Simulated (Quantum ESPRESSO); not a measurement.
# GaP (F-43m) in Quantum ESPRESSO: notebook

The runs below take GaP through single point, equation of state, with r2SCAN+D3(BJ).

Program: Quantum ESPRESSO 7.5. These are calculated values, not measurements. Logs are shortened: lines on timing, memory, paths and dates and some standing lists are left out, and cuts for length are marked.

**What was measured.**

From “Phosphorous dimerization in GaP at high pressure”, 2017, arxiv:1709.06667, for a bulk crystal of GaP: bulk modulus 87.5 ± 0.6 GPa.

The runs below are set against these values where they give the same quantity.

## 1. Starting point

Symmetry: F-43m, No. 216, cubic system. Conventional cell: a = 5.451 Å, b = 5.451 Å, c = 5.451 Å, α = 90.00°, β = 90.00°, γ = 90.00°. Around Ga (site symmetry -43m) lie 4 P at 2.36 Å. P (site symmetry -43m) is surrounded by 4 Ga at 2.36 Å.

## 2. Single point, r2SCAN+D3(BJ), 19.03 Å³/atom

File pw.in:

```
&CONTROL
  calculation = 'scf'
  prefix = 'pwscf'
  outdir = './tmp'
  pseudo_dir = './pseudo'
  tprnfor = .true.
  tstress = .true.
  disk_io = 'nowf'
/
&SYSTEM
  ibrav = 0
  nat = 2
  ntyp = 2
  ecutwfc = 88
  nbnd = 15
  input_dft = 'r2scan'
  occupations = 'smearing'
  smearing = 'fd'
  degauss = 0.00367493
  vdw_corr = 'grimme-d3'
  dftd3_version = 4
  nosym = .true.
  nr1 = 48
  nr2 = 48
  nr3 = 48
/
&ELECTRONS
  conv_thr = 1d-08
  electron_maxstep = 120
  mixing_beta = 0.5
/
ATOMIC_SPECIES
Ga    69.7230 Ga_ONCV_PBE-1.2.upf
P     30.9738 P_ONCV_PBE-1.2.upf
CELL_PARAMETERS angstrom
   0.0000000000    2.6696170428    2.6696170428
   2.6696170428    0.0000000000    2.6696170428
   2.6696170428    2.6696170428    0.0000000000
ATOMIC_POSITIONS crystal
Ga     0.0000000000    0.0000000000    0.0000000000
P      0.7500000000    0.7500000000    0.7500000000
K_POINTS automatic
6 6 6 0 0 0
```

Potentials or basis: SG15 PBE 1.2.

Run with:

```console
OMP_NUM_THREADS=1 mpirun -n 2 pw.x -nk 2 -in pw.in > pw.out
```

pw.out:

```text
This program is part of the open-source Quantum ESPRESSO suite
     for quantum simulation of materials; please cite
         "P. Giannozzi et al., J. Phys.:Condens. Matter 21 395502 (2009);
         "P. Giannozzi et al., J. Phys.:Condens. Matter 29 465901 (2017);
         "P. Giannozzi et al., J. Chem. Phys. 152 154105 (2020);
     in publications or presentations arising from this work. More details at

     IMPORTANT: XC functional enforced from input :
     Exchange-correlation= R2SCAN
                           (   0   0   0   0   0 497 498)
     Any further DFT definition will be discarded
     Please, verify this is what you really want

     K-points division:     npool     =       2
     Subspace diagonalization in iterative solution of the eigenvalue problem:
     a serial algorithm will be used

     G-vector sticks info
     --------------------
     sticks:   dense  smooth     PW     G-vecs:    dense   smooth      PW
     Sum        1237    1237    367                28643    28643    4645

     Using Slab Decomposition

     bravais-lattice index     =            0
     lattice parameter (alat)  =       7.1345  a.u.
     unit-cell volume          =     256.7873 (a.u.)^3
     number of atoms/cell      =            2
     number of atomic types    =            2
     number of electrons       =        18.00
     number of Kohn-Sham states=           15
     kinetic-energy cutoff     =      88.0000  Ry
     charge density cutoff     =     352.0000  Ry
     scf convergence threshold =      1.0E-08
     mixing beta               =       0.5000
     number of iterations used =            8  plain     mixing
     Exchange-correlation= R2SCAN
                           (   0   0   0   0   0 497 498)

     celldm(1)=   7.134488  celldm(2)=   0.000000  celldm(3)=   0.000000
     celldm(4)=   0.000000  celldm(5)=   0.000000  celldm(6)=   0.000000

     crystal axes: (cart. coord. in units of alat)
               a(1) = (   0.000000   0.707107   0.707107 )
               a(2) = (   0.707107   0.000000   0.707107 )
               a(3) = (   0.707107   0.707107   0.000000 )

     reciprocal axes: (cart. coord. in units 2 pi/alat)
               b(1) = ( -0.707107  0.707107  0.707107 )
               b(2) = (  0.707107 -0.707107  0.707107 )
               b(3) = (  0.707107  0.707107 -0.707107 )

     PseudoPot. # 1 for Ga read from file:
     Ga_ONCV_PBE-1.2.upf
     Pseudo is Norm-conserving, Zval = 13.0
     Generated using ONCVPSP code by D. R. Hamann
     Using radial grid of  602 points,  6 beta functions with:
                l(1) =   0
                l(2) =   0
                l(3) =   1
                l(4) =   1
                l(5) =   2
                l(6) =   2

     PseudoPot. # 2 for P  read from file:
     P_ONCV_PBE-1.2.upf
     Pseudo is Norm-conserving, Zval =  5.0
     Generated using ONCVPSP code by D. R. Hamann
     Using radial grid of  602 points,  4 beta functions with:
                l(1) =   0
                l(2) =   0
                l(3) =   1
                l(4) =   1

     atomic species   valence    mass     pseudopotential
     Ga               13.00    69.72300     Ga( 1.00)
     P                 5.00    30.97380     P ( 1.00)

     No symmetry found

   Cartesian axes

     site n.     atom                  positions (alat units)
         1        Ga     tau(   1) = (   0.0000000   0.0000000   0.0000000  )
         2        P      tau(   2) = (   1.0606602   1.0606602   1.0606602  )

     --------------------------------------------
     DFT-D3 Dispersion Correction (3-body terms):
     --------------------------------------------
       Reference C6 values for interpolation:

         atom   Coordination number   C6
         P          0.000           383.38
         P          0.995           361.25
         P          2.010           351.11
         P          2.986           303.38
         Ga         0.000           967.50
         Ga         0.960           843.30
         Ga         1.931           515.75
         Ga         2.923           344.63

       Values used:

         atom   Coordination number  R0_AB[au]  C6      C8
         Ga         4.449            3.740    344.63  38742.74
         P          4.367            3.309    303.38  16807.02

         Molecular C6 ( Ry / a.u.^6 ) =      1294.24

     number of k points=   112  Fermi-Dirac smearing, width (Ry)=  0.0037

     Number of k-points >= 100: set verbosity='high' to print them.

     Dense  grid:    28643 G-vectors     FFT dimensions: (  48,  48,  48)

     WARNING: libxc functional with ID  497 depends
      on external parameters: check the user_guide of
      QE if you need to modify them or to check their
      default values.

     WARNING: libxc functional with ID  498 depends
      on external parameters: check the user_guide of
      QE if you need to modify them or to check their
      default values.

     Initial potential from superposition of free atoms

     starting charge      17.9017, renormalised to      18.0000
     Starting wfcs are random

     Self-consistent Calculation

     iteration #  1     ecut=    88.00 Ry     beta= 0.50
     Davidson diagonalization with overlap
     ethr =  1.00E-02,  avg # of iterations = 11.9

     total energy              =    -143.21035213 Ry
     estimated scf accuracy    <     170.71285743 Ry

     iteration #  2     ecut=    88.00 Ry     beta= 0.50
     Davidson diagonalization with overlap
     ethr =  1.00E-02,  avg # of iterations =  1.0

     negative rho (up,down):  6.013E-07 0.000E+00

     total energy              =    -143.37652072 Ry
     estimated scf accuracy    <      58.11457630 Ry

     iteration #  3     ecut=    88.00 Ry     beta= 0.50
     Davidson diagonalization with overlap
     ethr =  1.00E-02,  avg # of iterations =  1.0

     total energy              =    -143.38793786 Ry
     estimated scf accuracy    <       1.87255286 Ry

     iteration #  4     ecut=    88.00 Ry     beta= 0.50
     Davidson diagonalization with overlap
     ethr =  1.00E-02,  avg # of iterations =  1.0

     total energy              =    -143.38891242 Ry
     estimated scf accuracy    <       0.01104857 Ry

     iteration #  5     ecut=    88.00 Ry     beta= 0.50
     Davidson diagonalization with overlap
     ethr =  6.14E-05,  avg # of iterations =  3.7

     total energy              =    -143.38899148 Ry
     estimated scf accuracy    <       0.00180071 Ry

     iteration #  6     ecut=    88.00 Ry     beta= 0.50
     Davidson diagonalization with overlap
     ethr =  1.00E-05,  avg # of iterations =  2.9

     total energy              =    -143.38900136 Ry
     estimated scf accuracy    <       0.00003327 Ry

     iteration #  7     ecut=    88.00 Ry     beta= 0.50
     Davidson diagonalization with overlap
     ethr =  1.85E-07,  avg # of iterations =  2.7

     total energy              =    -143.38900304 Ry
     estimated scf accuracy    <       0.00002713 Ry

     iteration #  8     ecut=    88.00 Ry     beta= 0.50
     Davidson diagonalization with overlap
     ethr =  1.51E-07,  avg # of iterations =  1.0

     total energy              =    -143.38900322 Ry
     estimated scf accuracy    <       0.00000055 Ry

     iteration #  9     ecut=    88.00 Ry     beta= 0.50
     Davidson diagonalization with overlap
     ethr =  3.03E-09,  avg # of iterations =  1.6

     total energy              =    -143.38900325 Ry
     estimated scf accuracy    <       0.00000004 Ry

     iteration # 10     ecut=    88.00 Ry     beta= 0.50
     Davidson diagonalization with overlap
     ethr =  2.17E-10,  avg # of iterations =  2.1

     total energy              =    -143.38900326 Ry
     estimated scf accuracy    <       0.00000007 Ry

     iteration # 11     ecut=    88.00 Ry     beta= 0.50
     Davidson diagonalization with overlap
     ethr =  2.17E-10,  avg # of iterations =  1.0

     End of self-consistent calculation

     Number of k-points >= 100: set verbosity='high' to print the bands.

     the Fermi energy is     9.2018 ev

!    total energy              =    -143.38900326 Ry
     estimated scf accuracy    <          3.9E-10 Ry
     smearing contrib. (-TS)   =      -0.00000000 Ry
     internal energy E=F+TS    =    -143.38900326 Ry

     The total energy is F=E-TS. E is the sum of the following terms:
     one-electron contribution =     -74.23305364 Ry
     hartree contribution      =      49.66530331 Ry
     xc contribution           =     -20.31247440 Ry
     ewald contribution        =     -98.48815028 Ry
     DFT-D3 Dispersion         =      -0.02062825 Ry

     convergence has been achieved in  11 iterations

     Forces acting on atoms (cartesian axes, Ry/au):

     atom    1 type  1   force =    -0.00000005   -0.00000007   -0.00000001
     atom    2 type  2   force =     0.00000005    0.00000007    0.00000001

     Total force =     0.000000     Total SCF correction =     0.000006
     SCF correction compared to forces is large: reduce conv_thr to get better values

     Computing stress (Cartesian axis) and pressure

          total   stress  (Ry/bohr**3)                   (kbar)     P=       38.29
   0.00026027  -0.00000000   0.00000000           38.29       -0.00        0.00
  -0.00000000   0.00026027  -0.00000000           -0.00       38.29       -0.00
   0.00000000  -0.00000000   0.00026027            0.00       -0.00       38.29

=------------------------------------------------------------------------------=
   JOB DONE.
=------------------------------------------------------------------------------=
```

Run time: 4.2 min. Hardware: 2 MPI ranks of Arm Neoverse V1, shared host; peak memory 0.3 GiB.

What came out:

* Free energy: -1950.9068 eV
* Pressure: 3.8 GPa
* Band gap on the k mesh: 1.80 eV, indirect (least direct gap 2.56 eV)

Caveat: the potentials were made for another functional, which shifts forces and pressure.

## 3. Single point, r2SCAN+D3(BJ), 19.43 Å³/atom

pw.in: that of step 2 with these lines changed.

```diff
@@ -35,5 +35,5 @@
 CELL_PARAMETERS angstrom
-   0.0000000000    2.6696170428    2.6696170428
-   2.6696170428    0.0000000000    2.6696170428
-   2.6696170428    2.6696170428    0.0000000000
+   0.0000000000    2.6884177822    2.6884177822
+   2.6884177822    0.0000000000    2.6884177822
+   2.6884177822    2.6884177822    0.0000000000
 ATOMIC_POSITIONS crystal
```

Potentials or basis: SG15 PBE 1.2.

Run with:

```console
OMP_NUM_THREADS=1 mpirun -n 2 pw.x -nk 2 -in pw.in > pw.out
```

It took 4.3 min on 2 MPI ranks of Arm Neoverse V1, shared host; peak memory 0.3 GiB.

Results (log left out):

```
Free energy            : -1950.9208 eV
Pressure               : 1.7 GPa
Band gap on the k mesh : 1.84 eV, indirect (least direct gap 2.37 eV)
```

Caveat: the potentials were made for another functional, which shifts forces and pressure.

## 4. Single point, r2SCAN+D3(BJ), 19.84 Å³/atom

pw.in: that of step 3 with these lines changed.

```diff
@@ -35,5 +35,5 @@
 CELL_PARAMETERS angstrom
-   0.0000000000    2.6884177822    2.6884177822
-   2.6884177822    0.0000000000    2.6884177822
-   2.6884177822    2.6884177822    0.0000000000
+   0.0000000000    2.7069591804    2.7069591804
+   2.7069591804    0.0000000000    2.7069591804
+   2.7069591804    2.7069591804    0.0000000000
 ATOMIC_POSITIONS crystal
```

Run with:

```console
OMP_NUM_THREADS=1 mpirun -n 2 pw.x -nk 2 -in pw.in > pw.out
```

Run time: 4.3 min. Hardware: 2 MPI ranks of Arm Neoverse V1, shared host; peak memory 0.3 GiB.

The run converged. Its results:

| Property | Result |
| --- | --- |
| Free energy | -1950.9247 eV |
| Pressure | -0.2 GPa |
| Band gap on the k mesh | 1.88 eV, indirect (least direct gap 2.18 eV) |

Caveat: the potentials were made for another functional, which shifts forces and pressure.

## 5. Single point, r2SCAN+D3(BJ), 20.24 Å³/atom

pw.in: that of step 4 with these lines changed.

```diff
@@ -35,5 +35,5 @@
 CELL_PARAMETERS angstrom
-   0.0000000000    2.7069591804    2.7069591804
-   2.7069591804    0.0000000000    2.7069591804
-   2.7069591804    2.7069591804    0.0000000000
+   0.0000000000    2.7252500000    2.7252500000
+   2.7252500000    0.0000000000    2.7252500000
+   2.7252500000    2.7252500000    0.0000000000
 ATOMIC_POSITIONS crystal
```

Run with:

```console
OMP_NUM_THREADS=1 mpirun -n 2 pw.x -nk 2 -in pw.in > pw.out
```

Run time: 4.3 min. Hardware: 2 MPI ranks of Arm Neoverse V1, shared host; peak memory 0.3 GiB.

It converged, with:

```yaml
Free_energy: -1950.9195 eV
Pressure: -1.9 GPa
Band_gap_on_the_k_mesh: 1.84 eV, indirect (least direct gap 2.01 eV)
```

Caveat: the potentials were made for another functional, which shifts forces and pressure.

## 6. Single point, r2SCAN+D3(BJ), 20.65 Å³/atom

pw.in: that of step 5 with these lines changed.

```diff
@@ -35,5 +35,5 @@
 CELL_PARAMETERS angstrom
-   0.0000000000    2.7252500000    2.7252500000
-   2.7252500000    0.0000000000    2.7252500000
-   2.7252500000    2.7252500000    0.0000000000
+   0.0000000000    2.7432985392    2.7432985392
+   2.7432985392    0.0000000000    2.7432985392
+   2.7432985392    2.7432985392    0.0000000000
 ATOMIC_POSITIONS crystal
```

Potentials or basis: SG15 PBE 1.2.

Run with:

```console
OMP_NUM_THREADS=1 mpirun -n 2 pw.x -nk 2 -in pw.in > pw.out
```

It took 4.4 min on 2 MPI ranks of Arm Neoverse V1, shared host; peak memory 0.3 GiB.

The run converged. Its results:

- Free energy: -1950.9062 eV
- Pressure: -3.4 GPa
- Band gap on the k mesh: 1.78 eV, indirect (least direct gap 1.83 eV)

Caveat: the potentials were made for another functional, which shifts forces and pressure.

## 7. Single point, r2SCAN+D3(BJ), 21.05 Å³/atom

pw.in: that of step 6 with these lines changed.

```diff
@@ -35,5 +35,5 @@
 CELL_PARAMETERS angstrom
-   0.0000000000    2.7432985392    2.7432985392
-   2.7432985392    0.0000000000    2.7432985392
-   2.7432985392    2.7432985392    0.0000000000
+   0.0000000000    2.7611126653    2.7611126653
+   2.7611126653    0.0000000000    2.7611126653
+   2.7611126653    2.7611126653    0.0000000000
 ATOMIC_POSITIONS crystal
```

Run with:

```console
OMP_NUM_THREADS=1 mpirun -n 2 pw.x -nk 2 -in pw.in > pw.out
```

Wall time 4.4 min (2 MPI ranks of Arm Neoverse V1, shared host); peak memory 0.3 GiB.

Results (log left out):

- Free energy: -1950.8853 eV
- Pressure: -4.8 GPa
- Band gap on the k mesh: 1.67 eV, direct

Caveat: the potentials were made for another functional, which shifts forces and pressure.

## 8. Single point, r2SCAN+D3(BJ), 21.45 Å³/atom

pw.in: that of step 7 with these lines changed.

```diff
@@ -35,5 +35,5 @@
 CELL_PARAMETERS angstrom
-   0.0000000000    2.7611126653    2.7611126653
-   2.7611126653    0.0000000000    2.7611126653
-   2.7611126653    2.7611126653    0.0000000000
+   0.0000000000    2.7786998443    2.7786998443
+   2.7786998443    0.0000000000    2.7786998443
+   2.7786998443    2.7786998443    0.0000000000
 ATOMIC_POSITIONS crystal
```

Run with:

```console
OMP_NUM_THREADS=1 mpirun -n 2 pw.x -nk 2 -in pw.in > pw.out
```

It took 4.3 min on 2 MPI ranks of Arm Neoverse V1, shared host; peak memory 0.3 GiB.

The run converged. Its results:

```
Free energy            : -1950.8578 eV
Pressure               : -6.1 GPa
Band gap on the k mesh : 1.50 eV, direct
```

Caveat: the potentials were made for another functional, which shifts forces and pressure.

## 9. Equation of state, r2SCAN+D3(BJ)

Potentials or basis: SG15 PBE 1.2.

No new run: the results of the series are fitted here.

What came out:

```yaml
Equilibrium_volume: 19.80 Å³/atom
Bulk_modulus: 89 GPa
Pressure_derivative_of_the_bulk_modulus: 3.9
```

Energy against volume, from the lowest point:
```
volume (Å³/atom)  energy (meV/atom)
          19.026               8.96
          19.431               1.95
          19.836               0.00
          20.240               2.58
          20.645               9.27
          21.050              19.68
          21.455              33.46
```

Caveat: the potentials were made for another functional, which shifts forces and pressure.

## 10. How close it comes

Step 9. Against the measured bulk modulus of GaP, 87.5 GPa (“Phosphorous dimerization in GaP at high pressure”, 2017, arxiv:1709.06667), the calculated 89 GPa is off by +1.4 %. The fit is for a static lattice scaled at fixed shape and fixed fractional positions.
